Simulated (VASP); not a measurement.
# SnSe (Pnma) in VASP: a series of runs

One crystal, SnSe, is run at these levels: PBEsol; tasks: relaxation of cell and atoms, relaxation of shape and atoms at fixed volume.

Everything below comes from runs of VASP 6.6.1. Logs are shortened: lines on timing, memory, paths and dates and some standing lists are left out, and cuts for length are marked.

### 1 Starting point

Symmetry: Pnma, No. 62, orthorhombic system. The conventional cell has a = 11.420 Å, b = 4.190 Å, c = 4.460 Å, α = 90.00°, β = 90.00°, γ = 90.00°. Sn (site symmetry m) is surrounded by 3 Se at 2.69 to 2.83 Å. Se (site symmetry m) has 3 Sn at 2.69 to 2.83 Å as nearest neighbours.

### 2 Relaxation of cell and atoms, PBEsol

File INCAR:

```
SYSTEM = SnSe
PREC = Accurate
ENCUT = 600
EDIFF = 1E-6
ISMEAR = 0
SIGMA = 0.03
LREAL = .False.
LASPH = .True.
NELM = 80
ALGO = Normal
ISIF = 3
LWAVE = .False.
LCHARG = .False.
GGA = PS
IBRION = 2
NSW = 90
EDIFFG = -0.01
KPAR = 2
```

File KPOINTS:

```
Automatic mesh
0
Gamma
  4 8 8
  0 0 0
```

File POSCAR:

```
SnSe
1.0
   11.4200000000      0.0000000000      0.0000000000
    0.0000000000      4.1900000000      0.0000000000
    0.0000000000      0.0000000000      4.4600000000
Sn Se
4 4
Direct
    0.1230000000      0.2500000000      0.0910000000
    0.3770000000      0.7500000000      0.5910000000
    0.6230000000      0.2500000000      0.4090000000
    0.8770000000      0.7500000000      0.9090000000
    0.3570000000      0.2500000000      0.0160000000
    0.1430000000      0.7500000000      0.5160000000
    0.8570000000      0.2500000000      0.4840000000
    0.6430000000      0.7500000000      0.9840000000
```

Potentials or basis: VASP PAW PBE potentials, release 64 (Sn_d, Se).

Started as:

```bash
$ cat potpaw_PBE.64/Sn_d/POTCAR potpaw_PBE.64/Se/POTCAR > POTCAR
$ mpirun -np 2 vasp_std > vasp.out
```

OUTCAR:

```text
SYSTEM = SnSe
   PREC = Accurate
   ENCUT = 600
   EDIFF = 1E-6
   ISMEAR = 0
   LREAL = .False.
   LASPH = .True.
   NELM = 80
   ISIF = 3
   GGA = PS
   IBRION = 2
   NSW = 90
   EDIFFG = -0.01

 ion  position               nearest neighbor table
   1  0.123  0.250  0.091-   5 2.69   6 2.83   6 2.83   4 3.60   4 3.60
   2  0.377  0.750  0.591-   6 2.69   5 2.83   5 2.83   3 3.60   3 3.60
   3  0.623  0.250  0.409-   7 2.69   8 2.83   8 2.83   2 3.60   2 3.60
   4  0.877  0.750  0.909-   8 2.69   7 2.83   7 2.83   1 3.60   1 3.60
   5  0.357  0.250  0.016-   1 2.69   2 2.83   2 2.83
   6  0.143  0.750  0.516-   2 2.69   1 2.83   1 2.83
   7  0.857  0.250  0.484-   3 2.69   4 2.83   4 2.83
   8  0.643  0.750  0.984-   4 2.69   3 2.83   3 2.83

  LATTYP: Found a simple orthorhombic cell.
 ALAT       =     4.1900000000
 B/A-ratio  =     1.0644391408
 C/A-ratio  =     2.7255369928

  Lattice vectors:

 A1 = (   0.0000000000,   4.1900000000,   0.0000000000)
 A2 = (   0.0000000000,   0.0000000000,   4.4600000000)
 A3 = (  11.4200000000,   0.0000000000,   0.0000000000)

Analysis of symmetry for initial positions (statically):
=====================================================================
 Subroutine PRICEL returns:
 Original cell was already a primitive cell.

 Routine SETGRP: Setting up the symmetry group for a
 simple orthorhombic supercell.

 Subroutine GETGRP returns: Found  8 space group operations
 (whereof  2 operations were pure point group operations)
 out of a pool of  8 trial point group operations.

The static configuration has the point symmetry S_2 .
 The point group associated with its full space group is D_2h.

Analysis of symmetry for dynamics (positions and initial velocities):
=====================================================================
 Subroutine PRICEL returns:
 Original cell was already a primitive cell.

 Routine SETGRP: Setting up the symmetry group for a
 simple orthorhombic supercell.

 Subroutine GETGRP returns: Found  8 space group operations
 (whereof  2 operations were pure point group operations)
 out of a pool of  8 trial point group operations.

The dynamic configuration has the point symmetry S_2 .
 The point group associated with its full space group is D_2h.

 Subroutine INISYM returns: Found  8 space group operations
 (whereof  2 operations are pure point group operations),
 and found     1 'primitive' translations

----------------------------------------------------------------------------------------

                                     Primitive cell

  volume of cell :     213.4101

  direct lattice vectors                    reciprocal lattice vectors
    11.420000000  0.000000000  0.000000000     0.087565674  0.000000000  0.000000000
     0.000000000  4.190000000  0.000000000     0.000000000  0.238663484  0.000000000
     0.000000000  0.000000000  4.460000000     0.000000000  0.000000000  0.224215247

  length of vectors
    11.420000000  4.190000000  4.460000000     0.087565674  0.238663484  0.224215247

  position of ions in fractional coordinates (direct lattice)
     0.123000000  0.250000000  0.091000000
     0.377000000  0.750000000  0.591000000
     0.623000000  0.250000000  0.409000000
     0.877000000  0.750000000  0.909000000
     0.357000000  0.250000000  0.016000000
     0.143000000  0.750000000  0.516000000
     0.857000000  0.250000000  0.484000000
     0.643000000  0.750000000  0.984000000

  ion indices of the primitive-cell ions
   primitive index   ion index
                 1           1
                 2           2
                 3           3
                 4           4
                 5           5
                 6           6
                 7           7
                 8           8

----------------------------------------------------------------------------------------

 KPOINTS: Automatic mesh

Automatic generation of k-mesh.
 Grid dimensions read from file:
 generate k-points for:    4    8    8

 Generating k-lattice:

[... 44 lines left out ...]
   IMIX   =      4    mixing-type and parameters
     AMIX     =   0.40;   BMIX     =  1.00
     AMIX_MAG =   1.60;   BMIX_MAG =  1.00
  volume/ion in A,a.u.               =      26.68       180.02
  Fermi-wavevector in a.u.,A,eV,Ry     =   1.180411  2.230653 18.957944  1.393370
  Thomas-Fermi vector in A             =   2.316704
   LORBIT       =      0    0 simple, 1 ext, 2 COOP (PROOUT), +10 PAW based schemes
   GGA     = PS    functional components
   LHFCALC =     F    Hartree Fock is set to
   AEXX    =    0.0000 exact exchange contribution
   IVDW    =     0    specifies the selected vdW correction
   LEPSILON=     F    determine dielectric tensor
   LRPA    =     F    only Hartree local field effects (RPA)
 conjugate gradient relaxation of ions
 non-spin polarized calculation
 Gauss-broadening in eV      SIGMA  =   0.03
  energy-cutoff  :      600.00
  volume of cell :      213.41
 maximum number of plane-waves:      7156
 NGX is ok and might be reduce to    96
   NGX = 45   NGY = 17   NGZ = 17

--------------------------------------- Ionic step        1  -------------------------------------------

 number of electron      79.9999997 magnetization

 Free energy of the ion-electron system (eV)
  ---------------------------------------------------
  ext. energy  EPLUGINS =         0.00000000
  ---------------------------------------------------
  free energy    TOTEN  =       -35.87548773 eV

  energy without entropy =      -35.87548773  energy(sigma->0) =      -35.87548773

------------------------ aborting loop because EDIFF is reached ----------------------------------------

  FORCE on cell =-STRESS in cart. coord.  units (eV):
  Direction    XX          YY          ZZ          XY          YZ          ZX
  --------------------------------------------------------------------------------------
  -------------------------------------------------------------------------------------
  Total        1.6423589     -1.6968989     -1.9656479      0.0000000      0.0000000      0.0000000
  in kB       12.3300171    -12.7394763    -14.7571103      0.0000000      0.0000000      0.0000000
  external PRESSURE =      -5.0555232 kB  Pullay stress =       0.0000000 kB
[... 107 lines left out ...]
  FREE ENERGIE OF THE ION-ELECTRON SYSTEM (eV)
  ---------------------------------------------------
  free  energy   TOTEN  =       -35.9167224989 eV

  energy  without entropy=      -35.9167224989  energy(sigma->0) =      -35.91672250

 E-fermi :   5.7307     XC(G=0):  -9.9640

 val. band max:        5.5653822943   @ k =   0.0000   0.0000   0.3750
 cond. band min:       6.0815875090   @ k =   0.0000   0.0000   0.1250
 fundamental gap:      0.5162052147
 Fermi energy:         5.7307172202

 k-point     1 :       0.0000    0.0000    0.0000
  band No.  band energies     occupation
      1     -15.7272      2.00000
      2     -15.7110      2.00000
      3     -15.7098      2.00000
      4     -15.7070      2.00000
      5     -15.7047      2.00000
      6     -15.7024      2.00000
[... 1213 lines left out ...]
     47       8.7984      0.00000
     48       8.7984      0.00000

 [... further k-points ...]

[... ionic steps 4 to 9 ...]

--------------------------------------- Ionic step       10  -------------------------------------------

 number of electron      79.9999995 magnetization

------------------------ aborting loop because EDIFF is reached ----------------------------------------
[... 79 lines left out ...]
--------------------------------------- Ionic step       12  -------------------------------------------

 number of electron      79.9999989 magnetization

 Free energy of the ion-electron system (eV)
  ---------------------------------------------------
  ext. energy  EPLUGINS =         0.00000000
  ---------------------------------------------------
  free energy    TOTEN  =       -35.93408601 eV

  energy without entropy =      -35.93408601  energy(sigma->0) =      -35.93408601

 E-fermi :   5.8981     XC(G=0): -10.0377

 val. band max:        5.7119997877   @ k =   0.0000   0.0000   0.3750
 cond. band min:       6.1710457166   @ k =   0.0000   0.0000   0.0000
 fundamental gap:      0.4590459289
 Fermi energy:         5.8980569178

 k-point     1 :       0.0000    0.0000    0.0000
  band No.  band energies     occupation
      1     -15.5960      2.00000
      2     -15.5814      2.00000
      3     -15.5790      2.00000
      4     -15.5757      2.00000
      5     -15.5750      2.00000
      6     -15.5709      2.00000
[... 1250 lines left out ...]
  FREE ENERGIE OF THE ION-ELECTRON SYSTEM (eV)
  ---------------------------------------------------
  free  energy   TOTEN  =       -35.9340860099 eV

  energy  without entropy=      -35.9340860099  energy(sigma->0) =      -35.93408601

 reached required accuracy - stopping structural energy minimisation
```

It took 37 min on 2 MPI ranks of AMD EPYC 9R14 (Zen 4), shared host; peak memory 0.84 GiB.

What came out:

* Free energy: -35.9341 eV
* Relaxed volume: 25.84 Å³/atom
* Relaxed cell: a = 11.429 Å, b = 4.162 Å, c = 4.347 Å, α = 90.00°, β = 90.00°, γ = 90.00°
* Space group after relaxing (to 0.05 Å): Pnma (No. 62)
* Energy gained by relaxing: 7.3 meV/atom
* Ionic steps: 12
* Pressure after relaxing: 0.0 GPa
* Largest force after relaxing: 0.010 eV/Å
* Band gap on the k mesh: 0.46 eV, indirect (least direct gap 0.73 eV)

Forces in eV/Å, atoms in the order of the input:
```
Sn  -0.004  0.000  0.004
Sn   0.004  0.000  0.004
Sn  -0.004  0.000 -0.004
Sn   0.004  0.000 -0.004
Se  -0.009  0.000  0.005
Se   0.009  0.000  0.005
Se  -0.009  0.000 -0.005
Se   0.009  0.000 -0.005
```

Step by step:
```tsv
step	energy change (eV)	largest force (eV/Å)	pressure (GPa)	volume (Å³)
1	0.0000	0.2542	-0.51	213.41
2	-0.0411	0.1223	-0.18	210.79
3	-0.0412	0.1183	-0.16	210.65
4	-0.0466	0.1086	-0.06	209.67
5	-0.0554	0.0762	0.29	206.76
6	-0.0557	0.0676	0.37	206.05
7	-0.0579	0.0303	-0.06	206.95
8	-0.0580	0.0228	0.01	206.81
9	-0.0580	0.0235	-0.02	206.82
10	-0.0582	0.0233	0.00	206.81
11	-0.0584	0.0243	0.00	206.78
12	-0.0586	0.0098	0.04	206.74
```

Final structure:
```xyz
8
Lattice="11.4286 0.0000 0.0000 0.0000 4.1617 0.0000 0.0000 0.0000 4.3468" Properties=species:S:1:pos:R:3 pbc="T T T"
Sn    1.3545    1.0404    0.3861
Sn    4.3598    3.1213    2.5595
Sn    7.0688    1.0404    1.7872
Sn   10.0741    3.1213    3.9606
Se    4.0909    1.0404    0.0890
Se    1.6234    3.1213    2.2624
Se    9.8052    1.0404    2.0844
Se    7.3377    3.1213    4.2578
```

Levels at points of the mesh, in eV from the valence-band top:
```tsv
k point	band 36	band 37	band 38	band 39	band 40	band 41	band 42	band 43	band 44	band 45
(0.00, 0.00, 0.00)	-1.92	-1.70	-1.36	-0.79	-0.63	0.46	2.94	3.03	3.05	3.32
(0.50, 0.00, 0.00)	-2.24	-2.00	-2.00	-0.65	-0.65	2.51	2.51	2.70	2.70	3.77
(0.00, 0.50, 0.00)	-1.70	-1.06	-1.06	-0.64	-0.64	0.83	0.83	1.36	1.36	1.57
(0.50, 0.50, 0.00)	-2.13	-0.94	-0.94	-0.94	-0.94	1.36	1.36	1.36	1.36	1.97
(0.00, 0.00, 0.50)	-1.48	-0.83	-0.83	-0.32	-0.32	1.14	1.14	1.33	1.33	1.55
(0.50, 0.00, 0.50)	-1.79	-0.49	-0.49	-0.26	-0.26	1.06	1.06	1.39	1.39	1.51
(0.00, 0.50, 0.50)	-3.38	-2.42	-2.42	-1.62	-1.62	2.58	2.58	2.98	2.98	4.62
(0.50, 0.50, 0.50)	-4.01	-1.66	-1.66	-1.66	-1.66	2.33	2.33	2.33	2.33	4.92
```

Caveat: the PAW data sets were made with another functional, which shifts forces and pressure a little; spin-orbit coupling is left out, which moves the levels of the heavy elements. A k mesh can miss the band edges.

(Continued in part 2 of 2.)
